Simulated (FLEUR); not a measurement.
# FeO (Wuestite) (Fm-3m) in FLEUR: notebook

Aim: see how the results for FeO (Wuestite) move with the level of theory and the settings. Levels: PBE, SCAN. Tasks: band structure, equation of state.

All numbers are computed with FLEUR MaX-R8.1 (later development tree); they aren't measurements. Logs are shortened: lines on timing, memory, paths and dates and some standing lists are left out, and cuts for length are marked.

**The experiment to reproduce.**

“W\"ustite: Electric, thermodynamic and optical properties of FeO”, 2012, arxiv:1203.1201 quotes, for a bulk crystal of FeO: band gap 2.4 eV (optical).

The results are compared with them further down.

### 1 The crystal as given

The structure is cubic, space group Fm-3m (No. 225). Conventional cell: a = 4.311 Å, b = 4.311 Å, c = 4.311 Å, α = 90.00°, β = 90.00°, γ = 90.00°. Fe (site symmetry m-3m) is surrounded by 6 O at 2.16 Å. Around O (site symmetry m-3m) lie 6 Fe at 2.16 Å.

### 2 Band structure, PBE, collinear spin, ferromagnetic start

File inp.xml:

```xml
<?xml version="1.0" encoding="UTF-8" standalone="no"?>
<fleurInput fleurInputVersion="0.39">
   <comment>
      FeO                                                                                                 
   </comment>
   <calculationSetup>
      <cutoffs Kmax="4.58" Gmax="14.2" GmaxXC="14.2" numbands="0"/>
      <scfLoop itmax="60" minDistance="0.00001" maxIterBroyd="15" imix="Anderson" alpha="0.05" precondParam="0.0" spinf="2.0" sdNocoIR="T"/>
      <coreElectrons ctail="T" frcor="F" kcrel="0" coretail_lmax="0"/>
      <xcFunctional name="pbe" relativisticCorrections="F"/>
      <magnetism jspins="2"/>
      <soc l_soc="F" theta="0.0" phi="0.0" spav="F"/>
      <expertModes spex="0" secvar="F"/>
      <geometryOptimization l_f="F" forcealpha="1.0" forcemix="BFGS" epsdisp="0.00001" epsforce="0.00001"/>
      <ldaU l_linMix="F" mixParam="0.05" spinf="1.0"/>
   </calculationSetup>
   <cell>
      <bzIntegration valenceElectrons="22.0" mode="hist" fermiSmearingEnergy="0.00183747">
         <kPointListSelection listName="default-1"/>
         <!-- k-points included here -->
         <xi:include xmlns:xi="http://www.w3.org/2001/XInclude" href="kpts.xml"> </xi:include>
      </bzIntegration>
      <!-- symmetry operations included here -->
      <xi:include xmlns:xi="http://www.w3.org/2001/XInclude" href="sym.xml"> </xi:include>
      <bulkLattice scale="1.0">
[... 31 lines left out ...]
            <stateOccupation state="(2p3/2)" spinUp="1.333333" spinDown="1.333333"/>
         </electronConfig>
         <energyParameters s="2" p="2" d="3" f="4"/>
         <lo type="SCLO" l="0" n="2" eDeriv="2"/>
         <lo type="SCLO" l="1" n="2" eDeriv="2"/>
         <lo type="SCLO" l="2" n="3" eDeriv="2"/>
      </species>
   </atomSpecies>
   <atomGroups>
      <atomGroup species="Iron (Fe) 3.000">
         <relPos label="                   1">.0000000000 .0000000000 .0000000000</relPos>
         <force calculate="T" relaxXYZ="TTT"/>
      </atomGroup>
      <atomGroup species="Oxygen (O)">
         <relPos label="                   2">1.000/2.000 1.000/2.000 1.000/2.000</relPos>
         <force calculate="T" relaxXYZ="TTT"/>
      </atomGroup>
   </atomGroups>
   <output dos="F" band="F" slice="F">
      <checks vchk="F" cdinf="F"/>
      <bandDOS minEnergy="-.5*Htr" maxEnergy="0.5*Htr" sigma="0.015" storeEVData="T"/>
      <vacuumDOS vacdos="F" integ="F" star="F" nstars="0" locx1="0.0" locy1="0.0" locx2="0.0" locy2="0.0" nstm="0" tworkf="0.0"/>
      <unfoldingBand unfoldBand="F" supercellX="1" supercellY="1" supercellZ="1"/>
      <plotting iplot="0" polar="F">
         <plot TwoD="T" vec1="  1.0  0.0  0.0" vec2="  0.0  1.0  0.0" vec3="  0.0  0.0  1.0" zero="  0.0  0.0  0.0" file="plot"/>
      </plotting>
      <chargeDensitySlicing numkpt="0" minEigenval="0.0" maxEigenval="0.0" nnne="0" pallst="F"/>
      <specialOutput eonly="F"/>
      <moessbauerParams electricFieldGradient="T" isomerShift="T" coreHyperfine="T" valenceHyperfine="T"/>
      <magneticCircularDichroism mcd="F" energyLo="-10.0" energyUp="0.0"/>
   </output>
  <!-- We include the file relax.xml here to enable relaxations (see documentation) -->
  <xi:include xmlns:xi="http://www.w3.org/2001/XInclude" href="relax.xml"> <xi:fallback/> </xi:include>
</fleurInput>
```

File crystal.txt:

```
FeO
&input cartesian=F /
0.0000000000  2.1554000000  2.1554000000
2.1554000000  0.0000000000  2.1554000000
2.1554000000  2.1554000000  0.0000000000
1.8897261246
1.0 1.0 1.0

2
26 0.0000000000  0.0000000000  0.0000000000 : 3.000
8 0.5000000000  0.5000000000  0.5000000000

&kpt div1=11 div2=11 div3=11 gamma=T /
```

File inp.xml (bands):

```
<?xml version="1.0" encoding="UTF-8" standalone="no"?>
<fleurInput fleurInputVersion="0.39">
   <comment>
      FeO                                                                                                 
   </comment>
   <calculationSetup>
      <cutoffs Kmax="4.58" Gmax="14.2" GmaxXC="14.2" numbands="0"/>
      <scfLoop itmax="60" minDistance="0.00001" maxIterBroyd="15" imix="Anderson" alpha="0.05" precondParam="0.0" spinf="2.0" sdNocoIR="T"/>
      <coreElectrons ctail="T" frcor="F" kcrel="0" coretail_lmax="0"/>
      <xcFunctional name="pbe" relativisticCorrections="F"/>
      <magnetism jspins="2"/>
      <soc l_soc="F" theta="0.0" phi="0.0" spav="F"/>
      <expertModes spex="0" secvar="F"/>
      <geometryOptimization l_f="F" forcealpha="1.0" forcemix="BFGS" epsdisp="0.00001" epsforce="0.00001"/>
      <ldaU l_linMix="F" mixParam="0.05" spinf="1.0"/>
   </calculationSetup>
   <cell>
      <bzIntegration valenceElectrons="22.0" mode="hist" fermiSmearingEnergy="0.00183747">
         <kPointListSelection listName="path-1"/>
         <!-- k-points included here -->
         <xi:include xmlns:xi="http://www.w3.org/2001/XInclude" href="kpts.xml"> </xi:include>
      </bzIntegration>
      <!-- symmetry operations included here -->
      <xi:include xmlns:xi="http://www.w3.org/2001/XInclude" href="sym.xml"> </xi:include>
      <bulkLattice scale="1.0">
         <bravaisMatrix>
[... 30 lines left out ...]
            <stateOccupation state="(2p3/2)" spinUp="1.333333" spinDown="1.333333"/>
         </electronConfig>
         <energyParameters s="2" p="2" d="3" f="4"/>
         <lo type="SCLO" l="0" n="2" eDeriv="2"/>
         <lo type="SCLO" l="1" n="2" eDeriv="2"/>
         <lo type="SCLO" l="2" n="3" eDeriv="2"/>
      </species>
   </atomSpecies>
   <atomGroups>
      <atomGroup species="Iron (Fe) 3.000">
         <relPos label="                   1">.0000000000 .0000000000 .0000000000</relPos>
         <force calculate="T" relaxXYZ="TTT"/>
      </atomGroup>
      <atomGroup species="Oxygen (O)">
         <relPos label="                   2">1.000/2.000 1.000/2.000 1.000/2.000</relPos>
         <force calculate="T" relaxXYZ="TTT"/>
      </atomGroup>
   </atomGroups>
   <output dos="F" band="T" slice="F">
      <checks vchk="F" cdinf="F"/>
      <bandDOS minEnergy="-.5*Htr" maxEnergy="0.5*Htr" sigma="0.015" storeEVData="T"/>
      <vacuumDOS vacdos="F" integ="F" star="F" nstars="0" locx1="0.0" locy1="0.0" locx2="0.0" locy2="0.0" nstm="0" tworkf="0.0"/>
      <unfoldingBand unfoldBand="F" supercellX="1" supercellY="1" supercellZ="1"/>
      <plotting iplot="0" polar="F">
         <plot TwoD="T" vec1="  1.0  0.0  0.0" vec2="  0.0  1.0  0.0" vec3="  0.0  0.0  1.0" zero="  0.0  0.0  0.0" file="plot"/>
      </plotting>
      <chargeDensitySlicing numkpt="0" minEigenval="0.0" maxEigenval="0.0" nnne="0" pallst="F"/>
      <specialOutput eonly="F"/>
      <moessbauerParams electricFieldGradient="T" isomerShift="T" coreHyperfine="T" valenceHyperfine="T"/>
      <magneticCircularDichroism mcd="F" energyLo="-10.0" energyUp="0.0"/>
   </output>
  <!-- We include the file relax.xml here to enable relaxations (see documentation) -->
  <xi:include xmlns:xi="http://www.w3.org/2001/XInclude" href="relax.xml"> <xi:fallback/> </xi:include>
</fleurInput>
```

Potentials or basis: all-electron, FLAPW.

Run with:

```
$ inpgen -f crystal.txt -profile fastHighL
$ # inp.xml edited to the form shown
$ fleur_MPI
$ fleur_MPI   # second run, on inp.xml (bands)
```

The program printed:

```text
Welcome to FLEUR        (www.flapw.de)
      MaX-Release 8.1          (www.max-centre.eu)

 ========== k-point set info ==========
 Selected k-point list: default-1
 k-point list type: mesh
 11 x 11 x 11
 Number of k points: 56

 ------------Calculation Setup---------------------------
 Number of MPI-tasks      :            1
 Number of PE/node        :            1
 Number of OMP-threads    :            1
 Most efficient MPI parallelization for:
           1           2           4           7           8          14          28          56
 Additional eigenvalue parallelization possible
 Number of basis functions:          299
 Approximate size of matrices (H+S) per k-point:         0.001 GB
 --------------------------------------------------------
 Iteration:     1   Distance:      28.08293389 me/bohr^3
 Iteration:     2   Distance:      26.62106831 me/bohr^3
 Iteration:     3   Distance:      12.06719594 me/bohr^3
 Iteration:     4   Distance:      18.74802317 me/bohr^3
 Iteration:     5   Distance:       9.63166395 me/bohr^3
 Iteration:     6   Distance:       4.06210587 me/bohr^3
 Iteration:     7   Distance:       2.82992836 me/bohr^3
 Iteration:     8   Distance:       1.37482653 me/bohr^3
 Iteration:     9   Distance:       0.54219245 me/bohr^3
 Iteration:    10   Distance:       0.07002663 me/bohr^3
 Iteration:    11   Distance:       0.06692187 me/bohr^3
 Iteration:    12   Distance:       0.01477613 me/bohr^3
 Iteration:    13   Distance:       0.01976309 me/bohr^3
 Iteration:    14   Distance:       0.00344290 me/bohr^3
 Iteration:    15   Distance:       0.00101659 me/bohr^3
 Iteration:    16   Distance:       0.00096872 me/bohr^3
 Iteration:    17   Distance:       0.00032910 me/bohr^3
 Iteration:    18   Distance:       0.00007928 me/bohr^3
 Iteration:    19   Distance:       0.00004421 me/bohr^3
 Iteration:    20   Distance:       0.00001100 me/bohr^3
 Iteration:    21   Distance:       0.00000477 me/bohr^3

 ********************************************************************
 Run finished successfully
 Stop message:
   all done
 ********************************************************************
```

Run time: 60 s. Hardware: 1 thread of Arm Neoverse V2, shared host; peak memory 0.06 GiB.

What came out:

| Item | Value |
| --- | --- |
| Free energy | -36682.4012 eV |
| Band gap along the path | none (metal or under the smearing width) |
| Net moment | 4.00 μB per cell |
| Site moments | Fe +3.60; O +0.31 μB |
| Valence electrons inside the program's atomic spheres | Fe 14.19; O 5.24 (radii Fe 2.14, O 1.63 bohr) |

Levels at the corners of the path, in eV from the Fermi level:
Spin up:
```tsv
point	band 11	band 12	band 13	band 14	band 15	band 16
Γ	-3.88	-3.68	-3.68	0.00	15.21	16.93
X	-2.81	-2.79	-2.79	5.19	8.64	10.70
W	-2.92	-2.79	-1.74	7.37	8.90	8.90
K	-2.65	-2.48	-1.72	6.70	8.66	8.66
Γ	-3.88	-3.68	-3.68	0.00	15.21	16.93
L	-2.50	-0.36	-0.36	3.98	8.39	12.43
U	-2.65	-2.48	-1.72	6.70	8.66	8.66
W	-2.92	-2.79	-1.74	7.37	8.90	8.90
L	-2.50	-0.36	-0.36	3.98	8.39	12.43
K	-2.65	-2.48	-1.72	6.70	8.66	8.66
U	-2.65	-2.48	-1.72	6.70	8.66	8.66
X	-2.81	-2.79	-2.79	5.19	8.64	10.70
```
Spin down:
| point | band 7 | band 8 | band 9 | band 10 | band 11 | band 12 |
| --- | --- | --- | --- | --- | --- | --- |
| Γ | -3.34 | -3.34 | -0.74 | -0.74 | -0.74 | 0.22 |
| X | -4.51 | -4.51 | -2.14 | 0.76 | 0.76 | 0.77 |
| W | -6.17 | -5.60 | -0.05 | -0.05 | 0.76 | 1.09 |
| K | -6.19 | -4.92 | -0.81 | 0.57 | 0.67 | 1.33 |
| Γ | -3.34 | -3.34 | -0.74 | -0.74 | -0.74 | 0.22 |
| L | -5.21 | -5.21 | 0.41 | 0.41 | 0.60 | 2.81 |
| U | -6.19 | -4.92 | -0.81 | 0.57 | 0.67 | 1.33 |
| W | -6.17 | -5.60 | -0.05 | -0.05 | 0.76 | 1.09 |
| L | -5.21 | -5.21 | 0.41 | 0.41 | 0.60 | 2.81 |
| K | -6.19 | -4.92 | -0.81 | 0.57 | 0.67 | 1.33 |
| U | -6.19 | -4.92 | -0.81 | 0.57 | 0.67 | 1.33 |
| X | -4.51 | -4.51 | -2.14 | 0.76 | 0.76 | 0.77 |

Core levels (eV from the Fermi level):
| atom | levels |
| --- | --- |
| 1 Fe | 1s1/2 -6991.2, 2s1/2 -813.9, 2p1/2 -700.8, 2p3/2 -688.3 |
| 2 O | 1s1/2 -507.2 |

Caveat: a cell with one magnetic atom can't hold antiferromagnetic order, which such compounds often take; semilocal functionals often make such compounds metallic where correlation or magnetic order opens a gap, which also shifts bond lengths.

[end of part 1 of 2]
